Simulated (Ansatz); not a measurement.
**SrO (Fm-3m): the equilibrium volume**

At what volume is SrO (Fm-3m) free of pressure?

Computed with Ansatz 0.2.0 (DFT PBE, scalar-relativistic, plane waves, PAW, unless a step's input says otherwise).

3 further runs of the same task are left out: 3 set aside as unsound or not needed.

### Step 1. The starting structure

It takes space group Fm-3m (No. 225, cubic). The conventional cell has a = 5.168 Å, b = 5.168 Å, c = 5.168 Å, α = 90.00°, β = 90.00°, γ = 90.00°. Sr (site symmetry m-3m) has 6 O at 2.58 Å as nearest neighbours. O (site symmetry m-3m) is surrounded by 6 Sr at 2.58 Å.

Structure file:

```
Sr O
1.0
     0.00000    2.58378    2.58378
     2.58378    0.00000    2.58378
     2.58378    2.58378    0.00000
Sr O
1 1
Cartesian
  2.5838 2.5838 2.5838
  0.0000 0.0000 0.0000
```

### Step 2. The first run (PBE, 6×6×6 mesh)

Contents of input.yaml:

```yaml
crystal:
  lattice:
    - [0.0, 2.5837846888, 2.5837846888]
    - [2.5837846888, 0.0, 2.5837846888]
    - [2.5837846888, 2.5837846888, 0.0]
  atoms:
    - { symbol: Sr, position: [0.5, 0.5, 0.5] }
    - { symbol: O, position: [0.0, 0.0, 0.0] }
basis:
  ecutwfc: 420
kpoints:
  mp_grid: { grid: [6, 6, 6] }
hamiltonian:
  xc: pbe
scf:
  occupations: { method: gaussian, width: 0.1 }
output:
  forces: true
  stress: true
  eigenvalues: true
```

Command:

```
> ansatz run input.yaml --threads 8 --pin off --max-ram 14336MiB --backend cpu --events-out ev --progress --plain --runs-dir out
```

The program printed (excerpt; [...] marks lines left out):

```text
Warning: RAYON_NUM_THREADS=8 ignored (pool sized by the plan → 8); use --threads N
[...]
Pseudopotentials: kind: paw
Pseudopotential: Sr, paw, valence charge 10, recommended cutoff 420 eV (normal), Sr.paw.azcp
Pseudopotential: O, paw, valence charge 6, recommended cutoff 420 eV (normal), O.paw.azcp
Functional definition: PBE
[...]
Crystal: 2 atoms, lattice volume = 34.498 Å³
Basis set: ecut = 420 eV, 645 PW (Γ), exchange–correlation on 50×50×50 points (8 copies of the dense FFT grid, shifted against one another)
Bands: 12, of which v1, the nominal top of the filled ones, is band 8 counted from 1 (7 counted from 0)
Symmetry: 48 space group operations
Space group: Fm-3m (ITA 225), of the structure as read, at distance tolerance 3.3e-5 Å
k-points: 16 of 216
[...]
SCF iter   1: F=—  HF=-4114.625391 eV  |F-HF|=—  |Δ(HF+E_count)|=         —  Δρ=3.91e-4  dr2=1.09e-5  ethr=1.77e-3  ⟨swp⟩=7.6  Hψ=1455  notcnv=0
[...]
SCF iter   7: F=-4114.626270 eV  HF=-4114.626270 eV  |F-HF|=1.59e-8  |Δ(HF+E_count)|=   1.05e-7  Δρ=7.23e-6  dr2=1.85e-8  ethr=6.25e-10  ⟨swp⟩=4.1  Hψ=824  notcnv=0
[...]
SCF converged after 7 iterations
Free energy (F): -4114.626270 eV
[...]
E sigma→0 (E₀):  -4114.626270 eV
Fermi energy:    9.435533 eV
[...]
--- Forces (eV/Å), atoms counted from 1 ---
  atom   1  Sr    -0.00000000     0.00000000     0.00000000
  atom   2  O     -0.00000000     0.00000000     0.00000000
[...]
--- Stress (GPa, compression-positive) ---
        1.393161       0.000000       0.000000
       -0.000000       1.393161      -0.000000
        0.000000      -0.000000       1.393161
  P = ⅓ Tr σ = 1.3932 GPa (13.932 kbar)
--- Band table (eV; the first three rows and the last of 16) ---
  k-point 0: bands = ["-24.5847", "-7.2689", "-6.2388", "-6.2388", "-6.2388", "7.7759", "7.7759", "7.7759", "11.6766", "14.0016", "14.0016", "14.0016"]
[...]
```

Wall time 0.84 s (8 threads of Arm Neoverse V1, shared host); peak memory 0.28 GiB.

Read off: volume 17.249 Å³/atom, pressure 1.39 GPa, gap on the mesh 3.32 eV.

### Step 3. Relaxing cell and atoms

Changes to input.yaml since step 2:

```diff
@@ -11,3 +11,3 @@
 kpoints:
-  mp_grid: { grid: [6, 6, 6] }
+  mp_grid: { grid: [8, 8, 8] }
 hamiltonian:
@@ -15,3 +15,3 @@
 scf:
-  occupations: { method: gaussian, width: 0.1 }
+  occupations: { method: gaussian, width: 0.02 }
 output:
@@ -20 +20,10 @@
   eigenvalues: true
+  write_density: true
+  write_potential: true
+  elf: true
+  volumetric_format: npy
+relax:
+  adjacent_minimum: "off"
+  f_tol: 0.005
+  max_steps: 80
+  cell: { stress_tol: 0.05 }
```

Command:

```
> ansatz run input.yaml --threads 8 --pin off --max-ram 14336MiB --backend cpu --events-out ev --progress --plain --runs-dir out
```

The program printed:

```text
Warning: RAYON_NUM_THREADS=8 ignored (pool sized by the plan → 8); use --threads N
Engine: ansatz 0.2.0, aarch64-unknown-linux-gnu
[... 4 set-up lines as earlier in the session ...]
  parameter kappa = 0.804
  parameter beta = 0.06672455060314922
  exchange = pbe_x(kappa = kappa, mu = beta*pi^2/3)
  correlation = pbe_c(beta = beta)
Crystal: 2 atoms, lattice volume = 34.498 Å³
Basis set: ecut = 420 eV, 645 PW (Γ), exchange–correlation on 50×50×50 points (8 copies of the dense FFT grid, shifted against one another)
Bands: 12, of which v1, the nominal top of the filled ones, is band 8 counted from 1 (7 counted from 0)
[... 2 set-up lines as earlier in the session ...]
k-points: 29 of 512
Non-local potential: Sr, projectors of the file, l = 0: 3, l = 1: 2, l = 2: 2
Non-local potential: O, projectors of the file, l = 0: 2, l = 1: 2, l = 2: 1
PAW form: soft (Blöchl's): semilocal exchange-correlation on the pseudo side does not see the compensation charge
PAW one-centre angular grid: Sr, 110 points (default); XC on 64 Gauss nodes
PAW one-centre angular grid: O, 110 points (default); XC on 64 Gauss nodes
Initial density: superposition of atomic densities (neutral atoms: chi_scale 0, normalization atom), corrected by the library's trained network
Initial wavefunctions: pseudopotential atomic-orbital guess
Functional: x = pbe(κ = 0.804, μ = 0.2195149727645171), c = pbe(β = 0.06672455060314922)
SCF iter   1: F=—  HF=-4114.625148 eV  |F-HF|=—  |Δ(HF+E_count)|=         —  Δρ=3.71e-4  dr2=9.89e-6  ethr=1.77e-3  ⟨swp⟩=8.9  Hψ=2806  notcnv=0
preconditioner: auto → none  [insulator: Δε(μ)=3.310 eV  Ē_g=16.132 eV  σ=0.020 eV  W_gap=1.00  n_scr=8 (ndim 8)  ℏωp=23.7 eV  f_vac=0.000  D(μ)=0.00/eV (n_scr^D=0)  ε∞_Penn≈3.2]
SCF iter   2: F=—  HF=-4114.626345 eV  |F-HF|=—  |Δ(HF+E_count)|=   1.20e-3  Δρ=3.72e-4  dr2=5.19e-5  ethr=6.18e-8  ⟨swp⟩=4.1  Hψ=1240  notcnv=0
SCF iter   3: F=—  HF=-4114.626369 eV  |F-HF|=—  |Δ(HF+E_count)|=   2.37e-5  Δρ=1.95e-4  dr2=1.17e-5  ethr=6.18e-8  ⟨swp⟩=2.0  Hψ=439  notcnv=0
iter 4 did not close the SCF: its close was put off for the readings that it lacked (scf_convergence_deferred on its scf_iter line)
SCF iter   4: F=-4114.626398 eV  HF=-4114.626397 eV  |F-HF|=5.32e-7  |Δ(HF+E_count)|=   2.83e-5  Δρ=2.20e-5  dr2=6.33e-8  ethr=6.18e-8  ⟨swp⟩=2.2  Hψ=463  notcnv=0
iter 5 did not close the SCF: its close was put off for the readings that it lacked (scf_convergence_deferred on its scf_iter line)
SCF iter   5: F=-4114.626398 eV  HF=-4114.626398 eV  |F-HF|=8.17e-8  |Δ(HF+E_count)|=   5.70e-7  Δρ=1.45e-5  dr2=9.39e-8  ethr=3.96e-10  ⟨swp⟩=2.0  Hψ=534  notcnv=0
SCF iter   6: F=-4114.626398 eV  HF=-4114.626398 eV  |F-HF|=2.22e-8  |Δ(HF+E_count)|=   1.61e-8  Δρ=7.35e-6  dr2=2.50e-8  ethr=3.96e-10  ⟨swp⟩=7.2  Hψ=1988  notcnv=0
SCF 1 converged in 6 iterations: F = -4114.626398 eV  dr2 = 2.50e-8
relax step   1: F+E_penalty+E_count = -4114.62639798 eV  Δ(F+E_penalty+E_count) = +0.000e0 eV  max|allowed force component| = 3.846e-30 eV/Å  Δτ_max = 0.0000 Å  P = +1.392 GPa  Ω = 34.498 Å³  (6 SCF iters, dr2 threshold 1.00e-7 eV, accepted)
Crystal: 2 atoms, lattice volume = 35.571 Å³
Basis set: ecut = 420 eV, 725 PW (Γ), exchange–correlation on 50×50×50 points (8 copies of the dense FFT grid, shifted against one another)
Initial density: handed on by an earlier stage of this run
Initial wavefunctions: those handed on with the density
iter 1 solved again at ethr=2.33e-6 eV; its pass at ethr=3.10e-3 eV (dr2=3.72e-4 eV) is discarded
SCF iter   1: F=—  HF=-4114.623783 eV  |F-HF|=—  |Δ(HF+E_count)|=         —  Δρ=1.16e-3  dr2=3.35e-4  ethr=2.33e-6  ⟨swp⟩=2.2  Hψ=2833  notcnv=0
preconditioner: auto → none  [insulator: Δε(μ)=3.338 eV  Ē_g=16.016 eV  σ=0.020 eV  W_gap=1.00  n_scr=8 (ndim 8)  ℏωp=23.3 eV  f_vac=0.000  D(μ)=0.00/eV (n_scr^D=0)  ε∞_Penn≈3.1]
SCF iter   2: F=—  HF=-4114.623898 eV  |F-HF|=—  |Δ(HF+E_count)|=   1.15e-4  Δρ=5.44e-4  dr2=7.95e-5  ethr=2.10e-6  ⟨swp⟩=2.6  Hψ=557  notcnv=0
SCF iter   3: F=—  HF=-4114.623988 eV  |F-HF|=—  |Δ(HF+E_count)|=   8.98e-5  Δρ=6.10e-5  dr2=1.73e-6  ethr=4.97e-7  ⟨swp⟩=2.2  Hψ=544  notcnv=0
iter 4 did not close the SCF: its close was put off for the readings that it lacked (scf_convergence_deferred on its scf_iter line)
SCF iter   4: F=-4114.623990 eV  HF=-4114.623990 eV  |F-HF|=7.70e-9  |Δ(HF+E_count)|=   2.07e-6  Δρ=9.53e-6  dr2=4.69e-8  ethr=1.08e-8  ⟨swp⟩=2.0  Hψ=549  notcnv=0
iter 5 did not close the SCF: its close was put off for the readings that it lacked (scf_convergence_deferred on its scf_iter line)
SCF iter   5: F=-4114.623990 eV  HF=-4114.623990 eV  |F-HF|=3.90e-9  |Δ(HF+E_count)|=   2.99e-8  Δρ=4.01e-6  dr2=4.88e-9  ethr=2.93e-10  ⟨swp⟩=2.6  Hψ=600  notcnv=0
SCF iter   6: F=-4114.623990 eV  HF=-4114.623990 eV  |F-HF|=1.46e-10  |Δ(HF+E_count)|=  7.82e-10  Δρ=5.24e-7  dr2=4.55e-11  ethr=3.05e-11  ⟨swp⟩=6.0  Hψ=1917  notcnv=0
SCF 2 converged in 6 iterations: F = -4114.623990 eV  dr2 = 4.55e-11
relax step   2: F+E_penalty+E_count = -4114.62399008 eV  Δ(F+E_penalty+E_count) = +2.408e-3 eV  max|allowed force component| = 3.599e-30 eV/Å  Δτ_max = 0.0000 Å  P = -1.336 GPa  Ω = 35.571 Å³  energy of the carried Pulay correction = -2.365e-3 eV  (6 SCF iters, dr2 threshold 2.00e-7 eV, rejected (line search))
Crystal: 2 atoms, lattice volume = 35.018 Å³
Basis set: ecut = 420 eV, 701 PW (Γ), exchange–correlation on 50×50×50 points (8 copies of the dense FFT grid, shifted against one another)
iter 1 solved again at ethr=6.59e-7 eV; its pass at ethr=3.10e-3 eV (dr2=1.05e-4 eV) is discarded
SCF iter   1: F=—  HF=-4114.627446 eV  |F-HF|=—  |Δ(HF+E_count)|=         —  Δρ=5.79e-4  dr2=8.24e-5  ethr=6.59e-7  ⟨swp⟩=3.2  Hψ=2872  notcnv=0
preconditioner: auto → none  [insulator: Δε(μ)=3.320 eV  Ē_g=16.073 eV  σ=0.020 eV  W_gap=1.00  n_scr=8 (ndim 8)  ℏωp=23.5 eV  f_vac=0.000  D(μ)=0.00/eV (n_scr^D=0)  ε∞_Penn≈3.1]
SCF iter   2: F=—  HF=-4114.627484 eV  |F-HF|=—  |Δ(HF+E_count)|=   3.80e-5  Δρ=2.75e-4  dr2=1.96e-5  ethr=5.15e-7  ⟨swp⟩=2.3  Hψ=560  notcnv=0
SCF iter   3: F=—  HF=-4114.627503 eV  |F-HF|=—  |Δ(HF+E_count)|=   1.88e-5  Δρ=2.98e-5  dr2=3.83e-7  ethr=1.22e-7  ⟨swp⟩=2.2  Hψ=549  notcnv=0
SCF iter   4: F=—  HF=-4114.627502 eV  |F-HF|=—  |Δ(HF+E_count)|=   1.13e-6  Δρ=4.48e-6  dr2=1.07e-8  ethr=2.40e-9  ⟨swp⟩=2.0  Hψ=545  notcnv=0
SCF iter   5: F=—  HF=-4114.627502 eV  |F-HF|=—  |Δ(HF+E_count)|=   6.26e-9  Δρ=2.06e-6  dr2=1.27e-9  ethr=6.69e-11  ⟨swp⟩=2.6  Hψ=603  notcnv=0
SCF iter   6: F=-4114.627502 eV  HF=-4114.627502 eV  |F-HF|=2.27e-11  |Δ(HF+E_count)|=  2.02e-10  Δρ=2.66e-7  dr2=1.27e-11  ethr=1.00e-12  ⟨swp⟩=5.9  Hψ=1869  notcnv=0
SCF 3 converged in 6 iterations: F = -4114.627502 eV  dr2 = 1.27e-11
relax step   3: F+E_penalty+E_count = -4114.62750187 eV  Δ(F+E_penalty+E_count) = -1.104e-3 eV  max|allowed force component| = 7.856e-30 eV/Å  Δτ_max = 0.0000 Å  P = +0.017 GPa  Ω = 35.018 Å³  energy of the carried Pulay correction = -1.156e-3 eV  (6 SCF iters, accepted)
Initial wavefunctions: pseudopotential atomic-orbital guess (no wavefunctions were taken with the density)
iter 1 solved again at ethr=1.54e-6 eV; its pass at ethr=3.10e-3 eV (dr2=2.47e-4 eV) is discarded
SCF iter   1: F=—  HF=-4114.628631 eV  |F-HF|=—  |Δ(HF+E_count)|=         —  Δρ=1.72e-4  dr2=7.45e-7  ethr=1.54e-6  ⟨swp⟩=3.2  Hψ=3765  notcnv=0
eigensolver tolerance schedule: the retry pair's looser diagonalisation over-reported the residual by 330.60 of it (diagonalisation noise at 0.20 of the residual, at the tolerance the schedule requests for it); recorded, not acted on — ethr = c·dr2/N_el stays at c = 1.0e-1
preconditioner: auto → none  [insulator: Δε(μ)=3.326 eV  Ē_g=16.075 eV  σ=0.020 eV  W_gap=1.00  n_scr=8 (ndim 8)  ℏωp=23.5 eV  f_vac=0.000  D(μ)=0.00/eV (n_scr^D=0)  ε∞_Penn≈3.1]
SCF iter   2: F=—  HF=-4114.628726 eV  |F-HF|=—  |Δ(HF+E_count)|=   9.55e-5  Δρ=8.24e-5  dr2=1.27e-7  ethr=4.66e-9  ⟨swp⟩=2.3  Hψ=586  notcnv=0
SCF iter   3: F=—  HF=-4114.628753 eV  |F-HF|=—  |Δ(HF+E_count)|=   2.64e-5  Δρ=1.61e-5  dr2=5.45e-9  ethr=7.96e-10  ⟨swp⟩=2.0  Hψ=439  notcnv=0
SCF iter   4: F=—  HF=-4114.628754 eV  |F-HF|=—  |Δ(HF+E_count)|=   1.00e-6  Δρ=6.89e-7  dr2=5.74e-11  ethr=3.40e-11  ⟨swp⟩=2.0  Hψ=515  notcnv=0
iter 5 did not close the SCF: its close was put off for the readings that it lacked (scf_convergence_deferred on its scf_iter line)
SCF iter   5: F=-4114.628754 eV  HF=-4114.628754 eV  |F-HF|=4.55e-12  |Δ(HF+E_count)|=  7.85e-10  Δρ=1.15e-7  dr2=3.33e-12  ethr=1.00e-12  ⟨swp⟩=2.1  Hψ=540  notcnv=0
SCF iter   6: F=-4114.628754 eV  HF=-4114.628754 eV  |F-HF|=1.82e-12  |Δ(HF+E_count)|=  3.64e-12  Δρ=8.48e-9  dr2=8.05e-15  ethr=1.00e-12  ⟨swp⟩=4.9  Hψ=1572  notcnv=0
SCF 4 converged in 6 iterations: F = -4114.628754 eV  dr2 = 8.05e-15
relax step   4: F+E_penalty+E_count = -4114.62875393 eV  Δ(F+E_penalty+E_count) = -1.252e-3 eV  max|allowed force component| = 6.508e-30 eV/Å  Δτ_max = 0.0000 Å  P = +0.079 GPa  Ω = 35.018 Å³  stress off target by 7.92e-2 GPa  SCF on the basis re-selected at this cell (its energy is not comparable with the rows above)  (6 SCF iters)
basis re-selected at this cell: Δ(F+E_penalty+E_count) = -1.252e-3 eV, ΔP = +0.062 GPa vs the last step (what re-selecting the basis moved, of the pressure what is left beyond the Pulay correction that the steps carried, after the strain that the cell walked since its last selection, with what the two solves' SCF thresholds leave and, on support functions, any second-order correction that the steps lacked; it is no measure of the basis error at this ecutwfc). This SCF's stress stands 7.92e-2 GPa from its target on what of the cell is left free (relax.cell.stress_tol is 5.00e-2 GPa) and its largest allowed force component is 6.51e-30 eV/Å (relax.f_tol is 5.00e-3 eV/Å): not within both, so this SCF does not close the relaxation
Crystal: 2 atoms, lattice volume = 35.049 Å³
iter 1 solved again at ethr=2.31e-9 eV; its pass at ethr=3.10e-3 eV (dr2=3.70e-7 eV) is discarded
SCF iter   1: F=—  HF=-4114.628683 eV  |F-HF|=—  |Δ(HF+E_count)|=         —  Δρ=3.22e-5  dr2=2.63e-7  ethr=2.31e-9  ⟨swp⟩=3.3  Hψ=2806  notcnv=0
preconditioner: auto → none  [insulator: Δε(μ)=3.326 eV  Ē_g=16.072 eV  σ=0.020 eV  W_gap=1.00  n_scr=8 (ndim 8)  ℏωp=23.5 eV  f_vac=0.000  D(μ)=0.00/eV (n_scr^D=0)  ε∞_Penn≈3.1]
SCF iter   2: F=—  HF=-4114.628695 eV  |F-HF|=—  |Δ(HF+E_count)|=   1.15e-5  Δρ=1.55e-5  dr2=6.28e-8  ethr=1.64e-9  ⟨swp⟩=3.0  Hψ=592  notcnv=0
iter 3 did not close the SCF: its close was put off for the readings that it lacked (scf_convergence_deferred on its scf_iter line)
SCF iter   3: F=-4114.628695 eV  HF=-4114.628695 eV  |F-HF|=1.35e-9  |Δ(HF+E_count)|=   5.78e-8  Δρ=1.83e-6  dr2=1.25e-9  ethr=3.93e-10  ⟨swp⟩=2.2  Hψ=549  notcnv=0
iter 4 did not close the SCF: its close was put off for the readings that it lacked (scf_convergence_deferred on its scf_iter line)
SCF iter   4: F=-4114.628695 eV  HF=-4114.628695 eV  |F-HF|=9.09e-12  |Δ(HF+E_count)|=   1.75e-9  Δρ=4.33e-7  dr2=1.03e-10  ethr=7.81e-12  ⟨swp⟩=2.2  Hψ=561  notcnv=0
iter 5 did not close the SCF: its close was put off for the readings that it lacked (scf_convergence_deferred on its scf_iter line)
SCF iter   5: F=-4114.628695 eV  HF=-4114.628695 eV  |F-HF|=8.19e-12  |Δ(HF+E_count)|=  4.46e-11  Δρ=2.01e-7  dr2=1.10e-11  ethr=1.00e-12  ⟨swp⟩=2.0  Hψ=435  notcnv=0
SCF iter   6: F=-4114.628695 eV  HF=-4114.628695 eV  |F-HF|=9.09e-13  |Δ(HF+E_count)|=  2.73e-12  Δρ=2.33e-8  dr2=1.49e-13  ethr=1.00e-12  ⟨swp⟩=5.0  Hψ=1578  notcnv=0
SCF 5 converged in 6 iterations: F = -4114.628695 eV  dr2 = 1.49e-13
relax step   5: F+E_penalty+E_count = -4114.62869460 eV  Δ(F+E_penalty+E_count) = +5.933e-5 eV  max|allowed force component| = 4.174e-30 eV/Å  Δτ_max = 0.0000 Å  P = +0.004 GPa  Ω = 35.049 Å³  energy of the carried Pulay correction = -6.723e-5 eV  (6 SCF iters, accepted)
iter 1 solved again at ethr=1.46e-6 eV; its pass at ethr=3.10e-3 eV (dr2=2.33e-4 eV) is discarded
SCF iter   1: F=—  HF=-4114.628680 eV  |F-HF|=—  |Δ(HF+E_count)|=         —  Δρ=2.00e-6  dr2=6.52e-10  ethr=1.46e-6  ⟨swp⟩=3.3  Hψ=3770  notcnv=0
eigensolver tolerance schedule: the retry pair's looser diagonalisation over-reported the residual by 357770.35 of it (diagonalisation noise at an unbounded share of the residual, at the tolerance the schedule requests for it); recorded, not acted on — ethr = c·dr2/N_el stays at c = 1.0e-1
SCF iter   2: F=—  HF=-4114.628695 eV  |F-HF|=—  |Δ(HF+E_count)|=   1.41e-5  Δρ=1.11e-6  dr2=2.50e-10  ethr=4.07e-12  ⟨swp⟩=4.6  Hψ=1053  notcnv=0
SCF iter   3: F=—  HF=-4114.628695 eV  |F-HF|=—  |Δ(HF+E_count)|=  2.27e-11  Δρ=6.96e-7  dr2=8.60e-11  ethr=1.56e-12  ⟨swp⟩=1.0  Hψ=348  notcnv=0
SCF iter   4: F=—  HF=-4114.628695 eV  |F-HF|=—  |Δ(HF+E_count)|=  1.73e-11  Δρ=4.48e-7  dr2=3.39e-11  ethr=1.00e-12  ⟨swp⟩=1.0  Hψ=348  notcnv=0
iter 5 did not close the SCF: its close was put off for the readings that it lacked (scf_convergence_deferred on its scf_iter line)
SCF iter   5: F=-4114.628695 eV  HF=-4114.628695 eV  |F-HF|=9.09e-12  |Δ(HF+E_count)|=  6.37e-12  Δρ=3.00e-7  dr2=1.46e-11  ethr=1.00e-12  ⟨swp⟩=1.0  Hψ=348  notcnv=0
iter 6 did not close the SCF: its close was put off for the readings that it lacked (scf_convergence_deferred on its scf_iter line)
SCF iter   6: F=-4114.628695 eV  HF=-4114.628695 eV  |F-HF|=4.55e-12  |Δ(HF+E_count)|=  6.37e-12  Δρ=2.24e-7  dr2=8.31e-12  ethr=1.00e-12  ⟨swp⟩=1.0  Hψ=348  notcnv=0
iter 7 did not close the SCF: its close was put off for the readings that it lacked (scf_convergence_deferred on its scf_iter line)
SCF iter   7: F=-4114.628695 eV  HF=-4114.628695 eV  |F-HF|=1.82e-12  |Δ(HF+E_count)|=    0.00e0  Δρ=1.72e-7  dr2=4.83e-12  ethr=1.00e-12  ⟨swp⟩=1.0  Hψ=348  notcnv=0
iter 8 did not close the SCF: its close was put off for the readings that it lacked (scf_convergence_deferred on its scf_iter line)
SCF iter   8: F=-4114.628695 eV  HF=-4114.628695 eV  |F-HF|=0.00e0  |Δ(HF+E_count)|=  5.46e-12  Δρ=9.39e-8  dr2=1.47e-12  ethr=1.00e-12  ⟨swp⟩=1.0  Hψ=348  notcnv=0
SCF iter   9: F=-4114.628695 eV  HF=-4114.628695 eV  |F-HF|=9.09e-13  |Δ(HF+E_count)|=    0.00e0  Δρ=4.77e-8  dr2=3.72e-13  ethr=1.00e-12  ⟨swp⟩=4.0  Hψ=1360  notcnv=0
SCF 6 converged in 9 iterations: F = -4114.628695 eV  dr2 = 3.72e-13
relax step   6: F+E_penalty+E_count = -4114.62869460 eV  Δ(F+E_penalty+E_count) = +9.095e-13 eV  max|allowed force component| = 5.588e-30 eV/Å  Δτ_max = 0.0000 Å  P = +0.005 GPa  Ω = 35.049 Å³  stress off target by 5.14e-3 GPa  SCF on the basis re-selected at this cell (its energy is not comparable with the rows above)  (9 SCF iters)
basis re-selected at this cell: Δ(F+E_penalty+E_count) = +9.095e-13 eV, ΔP = +0.001 GPa vs the last step (what re-selecting the basis moved, of the pressure what is left beyond the Pulay correction that the steps carried, after the strain that the cell walked since its last selection, with what the two solves' SCF thresholds leave and, on support functions, any second-order correction that the steps lacked; it is no measure of the basis error at this ecutwfc). This SCF's stress stands 5.14e-3 GPa from its target on what of the cell is left free (relax.cell.stress_tol is 5.00e-2 GPa) and its largest allowed force component is 5.59e-30 eV/Å (relax.f_tol is 5.00e-3 eV/Å): within both
SCF converged after 9 iterations
Free energy (F): -4114.628695 eV
Harris-Foulkes:  -4114.628695 eV  (|F-HF|=9.09e-13)
Internal energy: -4114.628695 eV  (E = F + TS)
E sigma→0 (E₀):  -4114.628695 eV
Fermi energy:    9.268634 eV
--- Per-component energies (eV) ---
  E_band       = -63.926223
  E_kinetic    = 422.138679
  E_local      = -878.522085  (includes V_loc(G=0)·N_el)
  E_nonlocal   = 250.053276
  E_hartree    = 238.520974
  E_xc         = -249.123427
  E_vxc        = -258.824656  (∫ρ·V_xc dr)
  E_paw        = -2852.271574  (= ΣΔE_a)
  E_vpaw       = -75.815746  (= ΣTr[D̂ρ^β])
  E_aug_tail   = 0.002366  (compensation charges beyond the density's cutoff)
  E_ewald      = -1045.426904
  E_smearing   = -0.000000  (= −TS)
  E_closure    = 0.000000  (closes the sum)
  Σ components = -4114.628695   (vs F -4114.628695, Δ=0.00e0)
--- Forces (eV/Å), atoms counted from 1 ---
  atom   1  Sr     0.00000000    -0.00000000     0.00000000
  atom   2  O     -0.00000000     0.00000000    -0.00000000
  max |Σ_I F_I| component: 1.09e-29 eV/Å
--- Stress (GPa, compression-positive) ---
        0.005141      -0.000000      -0.000000
       -0.000000       0.005141      -0.000000
       -0.000000      -0.000000       0.005141
  P = ⅓ Tr σ = 0.0051 GPa (0.051 kbar)
--- Band table (eV; the first three rows and the last of 29) ---
  k-point 0: bands = ["-24.8123", "-7.4194", "-6.4816", "-6.4816", "-6.4816", "7.6056", "7.6056", "7.6056", "11.3958", "13.7950", "13.7950", "13.7950"]
  k-point 1: bands = ["-24.7949", "-7.7801", "-6.4930", "-6.4930", "-6.1654", "7.1665", "7.4247", "7.4247", "12.0816", "13.6363", "14.0868", "14.0868"]
  k-point 2: bands = ["-24.7524", "-8.3262", "-6.5201", "-6.5201", "-5.7270", "6.3732", "7.0313", "7.0313", "13.4784", "13.6602", "14.8799", "14.8799"]
  k-point 28: bands = ["-24.6548", "-8.0679", "-7.0922", "-7.0922", "-5.9098", "6.5416", "7.1620", "7.1620", "13.5645", "13.5645", "16.0422", "18.5211"]
--- Relaxed structure (4 steps of the walk, 3 accepted, 2 SCFs on fresh bases) ---
  F+E_penalty+E_count = -4114.62869460 eV   max|allowed force component| = 5.588e-30 eV/Å   (the final SCF, on the basis selected at the relaxed cell)
  cell:  # Å, volume = 35.0488 Å³
    - [1.019074406579116e-34, 2.597452020547458, 2.597452020547458]
    - [2.597452020547458, -2.292917414803016e-34, 2.597452020547458]
    - [2.597452020547458, 2.597452020547458, 1.1974124277304636e-33]
  atoms:
    - { symbol: Sr, position: [0.5, 0.5, 0.5] }
    - { symbol: O, position: [1.8448854461268177e-47, -1.7654406183031746e-47, -1.7654406183031746e-47] }
```

It took 2 s on 8 threads of Arm Neoverse V1, shared host; peak memory 0.32 GiB.

The steps of the relaxation:

| step | energy from step 1 (meV/atom) | largest force component (eV/Å) | pressure (GPa) | volume (Å³/atom) |
| --- | --- | --- | --- | --- |
| 1 | 0.0 | 0.000 | 1.39 | 17.249 |
| 2 | 1.2 | 0.000 | -1.34 | 17.785 |
| 3 | -0.6 | 0.000 | 0.02 | 17.509 |
| 4 | -1.2 | 0.000 | 0.08 | 17.509 |
| 5 | -1.1 | 0.000 | 0.00 | 17.524 |
| 6 | -1.1 | 0.000 | 0.01 | 17.524 |

Step 1 is the start. Step 2 was tried and not accepted. Step 4 repeats a cell on a basis chosen anew, so the energy can jump there without a move. Step 6 repeats the geometry before it on a plane-wave basis chosen anew for the final cell, which leaves the energy as it was.

This gives: volume 17.524 Å³/atom, pressure 0.01 GPa, mesh gap 3.33 eV.

### Step 4. The cell, before and after

How the cell compares, before and after:

| cell as typed | before | after | change |
| --- | --- | --- | --- |
| a (Å) | 3.654 | 3.673 | +0.5 % |
| b (Å) | 3.654 | 3.673 | +0.5 % |
| c (Å) | 3.654 | 3.673 | +0.5 % |
| volume (Å³/atom) | 17.249 | 17.524 | +1.6 % |
| shortest distance (Å) | 2.584 | 2.597 | +0.5 % |
| space group | Fm-3m | Fm-3m | same |

[end of part 1 of 2]
